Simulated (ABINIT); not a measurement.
# TiCo (Pm-3m) in ABINIT: notebook

Aim: see how the results for TiCo move with the level of theory and the settings. Levels: HCTH407, LDA-PZ. Tasks: band structure.

Program: ABINIT 10.8.3 (patched build). These are calculated values, not measurements. Logs are shortened: lines on timing, memory, paths and dates and some standing lists are left out, and cuts for length are marked. The log counts tension as positive stress, the text compression.

## 1. Starting point

It takes space group Pm-3m (No. 221, cubic). The conventional cell has a = 2.986 Å, b = 2.986 Å, c = 2.986 Å, α = 90.00°, β = 90.00°, γ = 90.00°. Co (site symmetry m-3m) is surrounded by 8 Ti at 2.59 Å. Around Ti (site symmetry m-3m) lie 8 Co at 2.59 Å.

The cell comes from a database or a generator and needn't be the stable form of this composition.

## 2. Band structure, HCTH407, collinear spin, ferromagnetic start

File run.abi:

```
ndtset 2

pp_dirpath "./"
pseudos "Co.GGA_PBE-JTH.xml, Ti.GGA_PBE-JTH.xml"

acell 3*1.0 Angstrom
rprim
     2.9861109900     0.0000000000     0.0000000000
     0.0000000000     2.9861109900     0.0000000000
     0.0000000000     0.0000000000     2.9861109900
ntypat 2
znucl 27 22
natom 2
typat 1 2
xred
     0.5000000000     0.5000000000     0.5000000000
     0.0000000000     0.0000000000     0.0000000000

ecut 20.0
pawecutdg 40.0

ixc 27

occopt 3
tsmear 0.05 eV

nsppol 2
spinat
     0.0000000000     0.0000000000     2.0000000000
     0.0000000000     0.0000000000     1.0000000000

nstep 100

iomode 3
prtwf 0
prteig 0
prtebands 0
enunit 1
prtden1 1

kptopt1 1
ngkpt1 9 9 9
nshiftk1 1
shiftk1 0.0 0.0 0.0
nband1 20
tolvrs1 1.0e-9

iscf2 -2
getden2 1
nband2 24
nbdbuf2 2
tolwfr2 1.0e-12
kptopt2 -5
ndivsm2 5
prteig2 1
prtvol2 -3
kptbounds2
     0.0000000000     0.0000000000     0.0000000000
     0.0000000000     0.5000000000     0.0000000000
     0.5000000000     0.5000000000     0.0000000000
     0.0000000000     0.0000000000     0.0000000000
     0.5000000000     0.5000000000     0.5000000000
     0.0000000000     0.5000000000     0.0000000000
```

Potentials or basis: JTH PAW PBE v2.0.

Run with:

```console
$ abinit run.abi > log 2>&1
```

run.abo:

```text
.Version 10.8.3 of ABINIT
 DATASET    1 : space group Pm -3 m (#221); Bravais cP (primitive cubic)
================================================================================
 Values of the parameters that define the memory need for DATASET  1.
     intxc =       0    ionmov =       0      iscf =       7    lmnmax =      18
     lnmax =       6     mgfft =      24  mpssoang =       3    mqgrid =    3001
     natom =       2  nloc_mem =       2    nspden =       2   nspinor =       1
    nsppol =       2      nsym =      48    n1xccc =       1    ntypat =       2
    occopt =       3   xclevel =       2
       mpw =         784          nfft =       13824          nkpt =          35
 PAW method is used; the additional fine FFT grid is defined by:
   mgfftf=        36    nfftf =     46656
================================================================================
================================================================================

 DATASET    2 : space group Pm -3 m (#221); Bravais cP (primitive cubic)
================================================================================
 Values of the parameters that define the memory need for DATASET  2.
     intxc =       0    ionmov =       0      iscf =      -2    lmnmax =      18
     lnmax =       6     mgfft =      24  mpssoang =       3    mqgrid =    3001
     natom =       2  nloc_mem =       2    nspden =       2   nspinor =       1
    nsppol =       2      nsym =      48    n1xccc =       1    ntypat =       2
    occopt =       3   xclevel =       2
       mpw =         784          nfft =       13824          nkpt =          34
 PAW method is used; the additional fine FFT grid is defined by:
   mgfftf=        36    nfftf =     46656
================================================================================
================================================================================

--------------------------------------------------------------------------------
------------- Echo of variables that govern the present computation ------------
--------------------------------------------------------------------------------
 -outvars: echo values of preprocessed input variables --------
            acell      1.8897261259E+00  1.8897261259E+00  1.8897261259E+00 Bohr
              amu      5.89332000E+01  4.78800000E+01
             ecut      2.00000000E+01 Hartree
           enunit           1
           getden1          0
           getden2          1
             iscf1          7
             iscf2         -2
              ixc          27
           jdtset        1    2
           kptopt1          1
           kptopt2         -5
         kptrlatt        9    0    0      0    9    0      0    0    9
          kptrlen1     5.07863876E+01
          kptrlen2     3.00000000E+01
            natom           2
            nband1         20
            nband2         24
           nbdbuf1          0
           nbdbuf2          2
           ndtset           2
           ndivsm1          0
           ndivsm2          5
            ngfft          24      24      24
          ngfftdg          36      36      36
             nkpt1         35
             nkpt2         34
           nspden           2
           nsppol           2
            nstep         100
             nsym          48
           ntypat           2
           occopt           3
        pawecutdg      4.00000000E+01 Hartree
         pawxcdev           0
        prtebands           0
           prteig1          0
           prteig2          1
           prtvol1          0
           prtvol2         -3
            prtwf           0
            rprim      2.9861109900E+00  0.0000000000E+00  0.0000000000E+00
[... 855 lines left out ...]
 Non-SCF case, kpt   34 (  0.00000  0.50000  0.00000), residuals and eigenvalues=
  5.55E-13  6.44E-13  5.58E-13  3.86E-13  3.70E-13  2.82E-13  7.55E-13  1.50E-13
  7.40E-13  1.69E-13  2.42E-13  6.80E-13  7.40E-13  8.12E-13  5.47E-13  1.65E-13
  1.24E-13  2.52E-13  1.74E-13  6.07E-13  7.74E-13  8.30E-13  4.40E-09  6.62E-10
 -3.0877E+00 -1.7420E+00 -1.7398E+00 -1.7398E+00 -1.7188E+00 -8.5245E-01
 -8.4071E-01 -8.4071E-01  2.4219E-01  2.4261E-01  3.2517E-01  3.4775E-01
  3.4775E-01  3.5406E-01  3.6712E-01  4.1534E-01  4.1534E-01  4.1652E-01
  4.7246E-01  5.3169E-01  9.0353E-01  9.7765E-01  9.7765E-01  9.8451E-01

--- !ResultsGS
iteration_state: {dtset: 2, }
comment   : Summary of ground state results
lattice_vectors:
- [  5.6429320,   0.0000000,   0.0000000, ]
- [  0.0000000,   5.6429320,   0.0000000, ]
- [  0.0000000,   0.0000000,   5.6429320, ]
lattice_lengths: [   5.64293,    5.64293,    5.64293, ]
lattice_angles: [ 90.000,  90.000,  90.000, ] # degrees, (23, 13, 12)
lattice_volume:   1.7968608E+02
convergence: {deltae:  0.000E+00, res2:  0.000E+00, residm:  9.989E-13, diffor:  0.000E+00, }
etotal    :  -2.05793590E+02
entropy   :   0.00000000E+00
fermie    :   3.91955614E-01
cartesian_stress_tensor: null
pressure_GPa: null
xred      :
- [  5.0000E-01,   5.0000E-01,   5.0000E-01, Co]
- [  0.0000E+00,   0.0000E+00,   0.0000E+00, Ti]
cartesian_forces: null
force_length_stats: {min: null, max: null, mean: null, }
...

 Integrated electronic and magnetization densities in atomic spheres:
 ------------------------------------------------------------------------------------------------------------
 Radius=ratsph(iatom), smearing ratsm=  0.0000. Diff(up-dn)=approximate z local magnetic moment.
    Atom    Radius    up_density   dn_density  Total(up+dn)  Diff(up-dn)
    1 Co   2.10903     8.385582     7.186211     15.571792     1.199371
    2 Ti   2.30803     5.011910     5.200168     10.212078    -0.188258
 ------------------------------------------------------------------------------------------------------------
  Sum:                13.397491    12.386379     25.783870     1.011112
 Total magnetization (from the atomic spheres):                1.011112
 Total magnetization (exact up - dn):                          0.808105

================================================================================

 ----iterations are completed or convergence reached----

 Mean square residual over all n,k,spin=   55.400E-14; max=  99.889E-14
 reduced coordinates (array xred) for    2 atoms
       0.500000000000      0.500000000000      0.500000000000
       0.000000000000      0.000000000000      0.000000000000

 cartesian coordinates (angstrom) at end:
    1      1.49305549500000     1.49305549500000     1.49305549500000
    2      0.00000000000000     0.00000000000000     0.00000000000000
 length scales=  1.889726125908  1.889726125908  1.889726125908 bohr
              =  1.000000000000  1.000000000000  1.000000000000 angstroms
 Eigenvalues (   eV  ) for nkpt=  34  k points, SPIN UP:
 kpt#   1, nband= 24, wtk=  1.00000, kpt=  0.0000  0.0000  0.0000 (reduced coord)
 -85.66083  -48.96278  -48.96278  -48.96278  -46.67968  -22.73682  -22.73682  -22.73682
   3.19510    6.35249    6.35249    8.49381    8.49381    8.49381   11.00687   11.00687
  13.39989   13.39989   13.39989   19.96844   19.96844   19.96844   25.72313   25.72313
 kpt#   2, nband= 24, wtk=  1.00000, kpt=  0.0000  0.1000  0.0000 (reduced coord)
 -85.66076  -48.96585  -48.96271  -48.96271  -46.67596  -22.76512  -22.73486  -22.73486
   3.39155    6.42521    6.43685    8.47732    8.47732    8.51878   10.93048   11.04086
  13.16404   13.16404   13.36862   18.99455   20.40330   20.40330   25.63670   26.33932
 kpt#   3, nband= 24, wtk=  1.00000, kpt=  0.0000  0.2000  0.0000 (reduced coord)
 -85.66052  -48.97311  -48.96255  -48.96255  -46.66624  -22.83866  -22.72972  -22.72972
   3.95882    6.63005    6.65510    8.43698    8.43698    8.58567   10.71435   11.08020
  12.62971   12.62971   13.28510   17.18747   21.53723   21.53723   25.38778   26.96622
 kpt#   4, nband= 24, wtk=  1.00000, kpt=  0.0000  0.3000  0.0000 (reduced coord)
 -85.66013  -48.98178  -48.96207  -48.96207  -46.65424  -22.92852  -22.72335  -22.72335
   4.82458    6.91256    6.92239    8.39226    8.39226    8.67204   10.40557   10.90572
  12.07552   12.07552   13.17831   15.65165   23.09776   23.09776   25.04229   27.13053
 kpt#   5, nband= 24, wtk=  1.00000, kpt=  0.0000  0.4000  0.0000 (reduced coord)
[... 104 lines left out ...]
 -85.65854  -48.98529  -48.96876  -48.96832  -46.62403  -22.99538  -22.81085  -22.81039
   6.99314    7.18424    7.48552    7.81491    8.06200    9.16969    9.56050   10.98492
  11.44829   12.97107   13.75626   14.95676   21.73935   21.87457   23.01502   23.48433
 kpt#  32, nband= 24, wtk=  1.00000, kpt=  0.1429  0.5000  0.1429 (reduced coord)
 -85.65915  -48.98818  -48.96534  -48.96487  -46.63303  -23.01129  -22.76224  -22.76194
   6.68618    7.12556    7.38798    8.00629    8.33420    8.76397    9.69022   10.74868
  11.30454   12.70991   13.01769   14.73673   22.63355   23.42410   24.55479   24.59969
 kpt#  33, nband= 24, wtk=  1.00000, kpt=  0.0714  0.5000  0.0714 (reduced coord)
 -85.65959  -48.99062  -48.96276  -48.96264  -46.63885  -23.02321  -22.72836  -22.72826
   6.49200    7.06740    7.34587    8.23048    8.45456    8.63270    9.81925   10.20099
  11.48377   11.89110   13.05262   14.68967   23.77316   25.10257   25.98846   26.11527
 kpt#  34, nband= 24, wtk=  1.00000, kpt=  0.0000  0.5000  0.0000 (reduced coord)
 -85.65988  -48.99198  -48.96228  -48.96228  -46.64084  -23.02766  -22.71622  -22.71622
   6.42587    7.03781    7.33485    8.34971    8.34971    8.77302    9.89823    9.97036
  11.53990   11.53990   13.05365   14.69482   24.62435   26.64884   26.64884   27.07263
 Eigenvalues (   eV  ) for nkpt=  34  k points, SPIN DOWN:
 kpt#   1, nband= 24, wtk=  1.00000, kpt=  0.0000  0.0000  0.0000 (reduced coord)
 -84.02098  -47.34369  -47.34369  -47.34369  -46.83660  -22.89793  -22.89793  -22.89793
   2.82266    7.05039    7.05039    9.54052    9.54052    9.54052   11.62897   11.62897
  13.38936   13.38936   13.38936   19.67458   19.67458   19.67458   25.62045   25.62045
 kpt#   2, nband= 24, wtk=  1.00000, kpt=  0.0000  0.1000  0.0000 (reduced coord)
 -84.02089  -47.35012  -47.34360  -47.34360  -46.82974  -22.92700  -22.89592  -22.89592
   3.01982    7.13699    7.14838    9.52560    9.52560    9.57796   11.51447   11.67053
  13.12544   13.12544   13.34401   18.74808   20.13378   20.13378   25.53917   26.19620
 kpt#   3, nband= 24, wtk=  1.00000, kpt=  0.0000  0.2000  0.0000 (reduced coord)
 -84.02061  -47.36545  -47.34343  -47.34343  -46.81237  -23.00249  -22.89066  -22.89066
   3.59035    7.34071    7.43501    9.49262    9.49262    9.68041   11.18213   11.75610
  12.53259   12.53259   13.22068   16.99044   21.31390   21.31390   25.30438   26.79924
 kpt#   4, nband= 24, wtk=  1.00000, kpt=  0.0000  0.3000  0.0000 (reduced coord)
 -84.02015  -47.38302  -47.34287  -47.34287  -46.79189  -23.09471  -22.88415  -22.88415
   4.47079    7.48879    7.88628    9.46584    9.46584    9.81807   10.67027   11.74555
  11.91559   11.91559   13.05738   15.45721   22.91447   22.91447   24.97833   26.94457
 kpt#   5, nband= 24, wtk=  1.00000, kpt=  0.0000  0.4000  0.0000 (reduced coord)
[... 105 lines left out ...]
   7.10488    7.49288    8.54883    8.56590    8.98151    9.21103   11.02811   11.35162
  11.46950   13.03091   13.80281   14.80579   21.66790   21.89648   22.75092   23.21018
 kpt#  32, nband= 24, wtk=  1.00000, kpt=  0.1429  0.5000  0.1429 (reduced coord)
 -84.01908  -47.38920  -47.34647  -47.34593  -46.77114  -23.17947  -22.92405  -22.92371
   6.82973    7.05707    8.67297    8.76679    9.30050    9.31881   10.76574   11.10806
  11.37204   12.75390   12.99018   14.52808   22.59846   23.38389   24.27258   24.31221
 kpt#  33, nband= 24, wtk=  1.00000, kpt=  0.0714  0.5000  0.0714 (reduced coord)
 -84.01957  -47.39824  -47.34363  -47.34351  -46.77056  -23.19181  -22.88930  -22.88920
   6.65939    6.71689    8.79569    9.08940    9.41975    9.72055   10.11978   11.17555
  11.32989   11.86563   12.90679   14.46446   23.74914   25.01794   25.69930   25.81552
 kpt#  34, nband= 24, wtk=  1.00000, kpt=  0.0000  0.5000  0.0000 (reduced coord)
 -84.01984  -47.40218  -47.34315  -47.34315  -46.77008  -23.19641  -22.87686  -22.87686
   6.59032    6.60174    8.84827    9.46287    9.46287    9.63441    9.98971   11.30194
  11.30194   11.33410   12.85617   14.46800   24.58638   26.60317   26.60317   26.78980

== END DATASET(S) ==============================================================
================================================================================

 -outvars: echo values of variables after computation  --------
            acell      1.8897261259E+00  1.8897261259E+00  1.8897261259E+00 Bohr
           etotal1    -2.0579359043E+02
            fcart1    -0.0000000000E+00 -0.0000000000E+00 -0.0000000000E+00
                      -0.0000000000E+00 -0.0000000000E+00 -0.0000000000E+00
            rprim      2.9861109900E+00  0.0000000000E+00  0.0000000000E+00
                       0.0000000000E+00  2.9861109900E+00  0.0000000000E+00
                       0.0000000000E+00  0.0000000000E+00  2.9861109900E+00
           strten1     1.0333642273E-04  1.0333642273E-04  1.0333642273E-04
                       0.0000000000E+00  0.0000000000E+00  0.0000000000E+00
           xangst      1.4930554950E+00  1.4930554950E+00  1.4930554950E+00
                       0.0000000000E+00  0.0000000000E+00  0.0000000000E+00
             xred      5.0000000000E-01  5.0000000000E-01  5.0000000000E-01
                       0.0000000000E+00  0.0000000000E+00  0.0000000000E+00
 Calculation completed.
```

It took 3.8 min on 1 thread of AMD EPYC, shared host; peak memory 0.15 GiB.

Results:

```yaml
Free_energy: -5599.9289 eV
Band_gap_on_the_k_mesh: none (metal or under the smearing width)
Net_moment: 0.81 μB per cell
Site_moments: Co +1.20; Ti -0.19 μB
Valence_electrons_inside_the_program's_atomic_spheres: Co 15.57; Ti 10.21
```

Levels at the corners of the path, in eV from the Fermi level:
Spin up:
| point | band 10 | band 11 | band 12 | band 13 | band 14 | band 15 | band 16 | band 17 | band 18 | band 19 |
| --- | --- | --- | --- | --- | --- | --- | --- | --- | --- | --- |
| Γ | -4.31 | -4.31 | -2.17 | -2.17 | -2.17 | 0.34 | 0.34 | 2.73 | 2.73 | 2.73 |
| X | -3.63 | -3.33 | -2.32 | -2.32 | -1.89 | -0.77 | -0.70 | 0.87 | 0.87 | 2.39 |
| M | -4.10 | -2.92 | -2.92 | -1.85 | -0.88 | 0.73 | 0.73 | 0.96 | 2.42 | 2.42 |
| Γ | -4.31 | -4.31 | -2.17 | -2.17 | -2.17 | 0.34 | 0.34 | 2.73 | 2.73 | 2.73 |
| R | -3.07 | -3.07 | -1.84 | -1.84 | -1.84 | -1.83 | -1.83 | 3.28 | 3.28 | 7.51 |
| X | -3.63 | -3.33 | -2.32 | -2.32 | -1.89 | -0.77 | -0.70 | 0.87 | 0.87 | 2.39 |
Spin down:
| point | band 12 | band 13 | band 14 | band 15 | band 16 | band 17 |
| --- | --- | --- | --- | --- | --- | --- |
| Γ | -1.13 | -1.13 | -1.13 | 0.96 | 0.96 | 2.72 |
| X | -1.20 | -1.20 | -1.03 | -0.68 | 0.64 | 0.64 |
| M | -2.14 | 0.07 | 0.30 | 0.30 | 0.37 | 1.23 |
| Γ | -1.13 | -1.13 | -1.13 | 0.96 | 0.96 | 2.72 |
| R | -2.16 | -2.16 | -2.16 | 0.11 | 0.11 | 3.08 |
| X | -1.20 | -1.20 | -1.03 | -0.68 | 0.64 | 0.64 |

Caveat: the cutoff is too short for stress, so the log's stress isn't used; small starting moments can end in a higher magnetic state in this program; the PAW data sets were made with another functional, which shifts forces and pressure a little.

(Continued in part 2 of 2.)
